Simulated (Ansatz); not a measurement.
# GaP (F-43m) in Ansatz: band structure with PBEsol

Aim: the band structure of GaP with PBEsol.

Program: Ansatz 0.2.0. These are calculated values, not measurements. Logs are shortened: lines on timing, memory, paths and dates and some standing lists are left out, and cuts for length are marked.

**What was measured.**

“Stacking defects in GaP nanowires: Electronic structure and optical properties”, 2018, arxiv:1810.01194 quotes, for a bulk crystal of GaP at 10 K: band gap 2.34 eV (indirect).

The runs below are set against these values where they give the same quantity.

### 1 Starting point

It takes space group F-43m (No. 216, cubic). The conventional cell has a = 5.451 Å, b = 5.451 Å, c = 5.451 Å, α = 90.00°, β = 90.00°, γ = 90.00°. Ga (site symmetry -43m) is surrounded by 4 P at 2.36 Å. P (site symmetry -43m) is surrounded by 4 Ga at 2.36 Å.

### 2 Band structure, PBEsol, spin-orbit coupling, no magnetisation

Input file input.yaml:

```yaml
crystal:
  lattice:
    - [0.0, 2.72525, 2.72525]
    - [2.72525, 0.0, 2.72525]
    - [2.72525, 2.72525, 0.0]
  atoms:
    - { symbol: Ga, position: [0.0, 0.0, 0.0] }
    - { symbol: P, position: [0.75, 0.75, 0.75] }
kpoints:
  mp_grid: { grid: [6, 6, 6] }
  band_path:
    path:
      - [0.0, 0.0, 0.0]
      - [0.5, 0.0, 0.5]
      - [0.5, 0.25, 0.75]
      - [0.375, 0.375, 0.75]
      - [0.0, 0.0, 0.0]
      - [0.5, 0.5, 0.5]
      - [0.625, 0.25, 0.625]
      - [0.5, 0.25, 0.75]
    npoints: 12
scf:
  occupations: { method: fermi_dirac, width: 0.05 }
hamiltonian:
  xc: pbesol
  pseudopotentials: { kind: all_electron, lapw: { basis_error: 0.001 } }
magnetization:
  noncollinear: true
  spin_orbit: true
output:
  forces: true
  stress: true
  eigenvalues: true
```

Potentials or basis: all-electron LAPW, relativistic spinors.

Launch:

```sh
ansatz run input.yaml --threads 1 --pin off --max-ram 3072MiB --backend cpu --events-out ev --progress --plain --runs-dir out
```

Standard output:

```text
Warning: RAYON_NUM_THREADS=1 ignored (pool sized by the plan → 1); use --threads N
LAPW: plane waves up to 8.544 Å⁻¹, error target 1.0e-3 eV per atom; Dirac's equation on spinors; P in spheres of 1.060 Å, 13 of its electrons in bands; Ga in spheres of 1.300 Å, 21 of its electrons in bands (how accurate: hamiltonian.pseudopotentials.lapw.basis_error, Limitations)
Engine: ansatz 0.2.0, aarch64-unknown-linux-gnu
Pseudopotentials: kind: all_electron
Pseudopotential: Ga, LAPW, valence charge 21, lapw/all_electron/dirac/gaussian/Ga, Dirac's equation, gaussian nucleus
Pseudopotential: P, LAPW, valence charge 13, lapw/all_electron/dirac/gaussian/P, Dirac's equation, gaussian nucleus
Functional definition: PBEsol
  exchange = pbesol_x
  correlation = pbesol_c
non-collinear run that drives no moment, with spin-orbit: no starting moment large enough to seed its density (crystal.atoms[].spin), no starting occupations that ask for one, no magnetisation constraint and no magnetic field, so the semilocal B_xc is pinned to zero
Crystal: 2 atoms, lattice volume = 40.481 Å³
Basis set: ecut = 278.1130688929879 eV, 411 PW (Γ), exchange–correlation at level 2
Bands: 42, of which v1, the nominal top of the filled ones, is band 34 counted from 1 (33 counted from 0)
Symmetry: 24 space group operations + 24 with time reversal
Magnetic group: BNS 216.75 (UNI 1577), of the structure as read, at distance tolerance 3.4e-5 Å
k-points: 16 of 216 (time reversal used)
Non-local potential: Ga, projectors of the file, none
Non-local potential: P, projectors of the file, none
Initial density: superposition of atomic densities (chi_scale 0.1, normalization cell, long waves kept (reshape's long-wave potential 0.00 eV rms))
Initial wavefunctions: plane waves of lowest kinetic energy (no species holds an atomic orbital)
Functional: x = pbesol(κ = 0.804, μ = 0.12345679012345678), c = pbesol(β = 0.046)
iter 1 solved again at ethr=2.26e-3 eV; its pass at ethr=1.00e-1 eV (dr2=7.70e-1 eV) is discarded
SCF iter   1: F=—  HF=-62156.704241 eV  |F-HF|=—  |Δ(HF+E_count)|=         —  Δρ=3.78e-2  dr2=7.71e-1  dr2_m=0.00e0 (ungated)  ethr=2.26e-3  |M|=0.00e0 ∫|m|=0.00e0 μB  β_m=0.30  ⟨swp⟩=2.0  Hψ=4534  notcnv=0
preconditioner: auto → none  [insulator: Δε(μ)=1.936 eV  Ē_g=14.960 eV  σ=0.050 eV  W_gap=1.00  n_scr=14 (ndim 8)  ℏωp=24.8 eV  f_vac=0.017  D(μ)=0.00/eV (n_scr^D=0)  ε∞_Penn≈3.7]
SCF iter   2: F=—  HF=-62156.470908 eV  |F-HF|=—  |Δ(HF+E_count)|=   2.33e-1  Δρ=2.17e-2  dr2=1.92e-1  dr2_m=0.00e0 (ungated)  ethr=2.26e-3  |M|=0.00e0 ∫|m|=0.00e0 μB  β_m=0.40  ⟨swp⟩=2.0  Hψ=1948  notcnv=0
SCF iter   3: F=—  HF=-62156.423722 eV  |F-HF|=—  |Δ(HF+E_count)|=   4.72e-2  Δρ=8.29e-3  dr2=2.10e-2  dr2_m=0.00e0 (ungated)  ethr=5.64e-4  |M|=0.00e0 ∫|m|=0.00e0 μB  β_m=0.49  ⟨swp⟩=2.2  Hψ=1950  notcnv=0
iter 4 solved again at ethr=2.49e-6 eV; its pass at ethr=6.19e-5 eV (dr2=8.46e-4 eV) is discarded
SCF iter   4: F=—  HF=-62156.419037 eV  |F-HF|=—  |Δ(HF+E_count)|=         —  Δρ=1.70e-3  dr2=8.45e-4  dr2_m=0.00e0 (ungated)  ethr=2.49e-6  |M|=0.00e0 ∫|m|=0.00e0 μB  β_m=0.49  ⟨swp⟩=2.0  Hψ=3196  notcnv=0
the basis was enlarged: its passes take 2.6 MiB over the memory plan, 1 of 1 planned eigensolver slots
SCF iter   5: F=—  HF=-62156.418705 eV  |F-HF|=—  |Δ(HF+E_count)|=   3.32e-4  Δρ=2.62e-4  dr2=1.66e-5  dr2_m=0.00e0 (ungated)  ethr=2.49e-6  |M|=0.00e0 ∫|m|=0.00e0 μB  β_m=0.65  ⟨swp⟩=2.0  Hψ=1818  notcnv=0
SCF iter   6: F=—  HF=-62156.418715 eV  |F-HF|=—  |Δ(HF+E_count)|=   9.88e-6  Δρ=3.22e-5  dr2=2.51e-7  dr2_m=0.00e0 (ungated)  ethr=4.89e-8  |M|=0.00e0 ∫|m|=0.00e0 μB  β_m=0.76  ⟨swp⟩=3.0  Hψ=1913  notcnv=0
SCF iter   7: F=-62156.418715 eV  HF=-62156.418715 eV  |F-HF|=1.26e-8  |Δ(HF+E_count)|=   2.89e-7  Δρ=5.23e-6  dr2=9.16e-9  dr2_m=0.00e0 (ungated)  ethr=7.38e-10  |M|=0.00e0 ∫|m|=0.00e0 μB  ⟨swp⟩=3.0  Hψ=1931  notcnv=0
SCF 1 converged in 7 iterations: F = -62156.418715 eV  dr2 = 9.16e-9
NSCF: frozen V_eff on 85 k-points
SCF converged after 7 iterations
Magnetization: |M| = 0.0000 μB,  M = (+0.0000, +0.0000, +0.0000) μB
Absolute magnetization: 0.0000 μB (∫|m|)
  site 0: m = (+0.0000, +0.0000, +0.0000) μB, |m| = 0.0000 μB  (R = 1.30 Å)
  site 1: m = (+0.0000, +0.0000, +0.0000) μB, |m| = 0.0000 μB  (R = 1.06 Å)
Free energy (F): -62156.418715 eV
Harris-Foulkes:  -62156.418715 eV  (|F-HF|=1.26e-8)
Internal energy: -62156.418715 eV  (E = F + TS)
E sigma→0 (E₀):  -62156.418715 eV
Entropy (-TS):   -0.000000 eV (-0.000 meV/atom)
Fermi energy:    9.200133 eV
--- Per-component energies (eV) ---
  E_band       = -1791.986727
  E_kinetic    = 63229.836169
  E_xc         = -2635.023409
  E_electrostatic = -122751.231474  (all electrons and nuclei)
  E_smearing   = -0.000000  (= −TS)
  E_closure    = 0.000000  (closes the sum)
  E_atoms      = -62146.533280  (free atoms, spherical and without spin; not in F)
  Σ components = -62156.418715   (vs F -62156.418715, Δ=0.00e0)
  Basis errors (estimates in eV, not in F): energy 4.5e-4 per atom: plane waves 4.0e-4 (2.4e-4 summed), levels above the bands 7.2e-60, relativity 1.8e-8, radial functions 4.6e-5, core shells 4.7e-11; eigenvalues (radial functions only) 8.8e-7; not estimated: angular momenta, meshes, grids; target (lapw.basis_error) 1.0e-3; muffin-tin radii P 1.060 Å, Ga 1.300 Å
--- Forces (eV/Å), atoms counted from 1 ---
  atom   1  Ga     0.00000000    -0.00000000     0.00000000
  atom   2  P     -0.00000000     0.00000000     0.00000000
  max |Σ_I F_I| component: 2.43e-17 eV/Å
--- Stress (GPa, compression-positive) ---
       -0.556846       0.000000      -0.000000
        0.000000      -0.556846       0.000000
       -0.000000       0.000000      -0.556846
  P = ⅓ Tr σ = -0.5568 GPa (-5.568 kbar)
--- Band table (eV; the first three rows and the last of 16) ---
  k-point 0: bands = ["-158.9333", "-158.9333", "-134.5387", "-134.5387", "-110.2812", "-110.2812", "-109.3673", "-109.3673", "-109.3673", "-109.3673", "-87.9047", "-87.9047", "-84.2768", "-84.2768", "-84.2768", "-84.2768", "-6.3390", "-6.3390", "-6.3390", "-6.3390", "-5.9205", "-5.9205", "-5.8537", "-5.8537", "-5.8537", "-5.8537", "-4.0728", "-4.0728", "8.3913", "8.3913", "8.4767", "8.4767", "8.4767", "8.4767", "10.1934", "10.1934", "12.1526", "12.1526", "12.3206", "12.3206", "12.3206", "12.3206"]
  k-point 1: bands = ["-158.9333", "-158.9333", "-134.5387", "-134.5387", "-110.2812", "-110.2812", "-109.3673", "-109.3673", "-109.3673", "-109.3673", "-87.9047", "-87.9047", "-84.2768", "-84.2768", "-84.2768", "-84.2768", "-6.3439", "-6.3439", "-6.3398", "-6.3340", "-5.9231", "-5.9231", "-5.8618", "-5.8618", "-5.8509", "-5.8443", "-3.7142", "-3.7142", "6.0315", "6.0315", "8.0406", "8.0406", "8.1009", "8.1051", "10.7848", "10.7848", "12.7625", "12.7625", "12.8692", "12.8713", "13.3933", "13.3933"]
  k-point 2: bands = ["-158.9333", "-158.9333", "-134.5387", "-134.5387", "-110.2812", "-110.2812", "-109.3673", "-109.3673", "-109.3673", "-109.3673", "-87.9048", "-87.9048", "-84.2768", "-84.2768", "-84.2768", "-84.2768", "-6.3551", "-6.3551", "-6.3363", "-6.3305", "-5.9237", "-5.9237", "-5.8750", "-5.8750", "-5.8378", "-5.8313", "-2.7587", "-2.7587", "3.1949", "3.1949", "7.4974", "7.4974", "7.5639", "7.5675", "10.2584", "10.2584", "13.1480", "13.1480", "13.2240", "13.2261", "15.9235", "15.9235"]
  k-point 15: bands = ["-158.9333", "-158.9333", "-134.5387", "-134.5387", "-110.2812", "-110.2812", "-109.3673", "-109.3673", "-109.3673", "-109.3673", "-87.9048", "-87.9048", "-84.2768", "-84.2768", "-84.2768", "-84.2768", "-6.4010", "-6.3577", "-6.3122", "-6.3040", "-5.9736", "-5.8926", "-5.8597", "-5.8512", "-5.8428", "-5.8283", "-1.0034", "-1.0002", "1.7905", "1.7998", "5.0147", "5.0317", "5.1128", "5.1574", "11.7971", "11.8240", "12.0107", "12.0241", "15.8759", "15.9116", "15.9355", "15.9672"]
```

Run time: 71 s. Hardware: 1 thread of Arm Neoverse V1, shared host; peak memory 0.37 GiB.

Results:

```yaml
Free_energy: -62156.4187 eV
Pressure: -0.6 GPa
Band_gap_on_the_k_mesh: 1.48 eV, indirect (least direct gap 1.72 eV)
Band_gap_along_the_path: 1.44 eV, indirect (least direct gap 1.72 eV)
```

Levels at the corners of the path, in eV from the valence-band top:
| point | band 32 | band 33 | band 34 | band 35 | band 36 | band 37 |
| --- | --- | --- | --- | --- | --- | --- |
| Γ | 0.00 | 0.00 | 0.00 | 1.72 | 1.72 | 3.68 |
| X | -2.75 | -2.73 | -2.73 | 1.48 | 1.48 | 1.69 |
| W | -3.65 | -3.53 | -3.48 | 4.56 | 4.57 | 4.78 |
| K | -4.01 | -2.31 | -2.31 | 2.04 | 2.04 | 4.68 |
| Γ | 0.00 | 0.00 | 0.00 | 1.72 | 1.72 | 3.68 |
| L | -1.19 | -1.12 | -1.12 | 1.55 | 1.55 | 4.58 |
| U | -4.01 | -2.31 | -2.31 | 2.04 | 2.04 | 4.68 |
| W | -3.65 | -3.53 | -3.48 | 4.56 | 4.57 | 4.78 |

### 3 Against experiment

Step 2. A measured gap of GaP is 2.34 eV (indirect; 10 K; quoted in “Stacking defects in GaP nanowires: Electronic structure and optical properties”, 2018, arxiv:1810.01194); the calculated 1.44 eV misses it by -0.90 eV. The value is that of PBEsol, without temperature or zero-point motion. Semilocal functionals fall short of measured gaps as a rule.
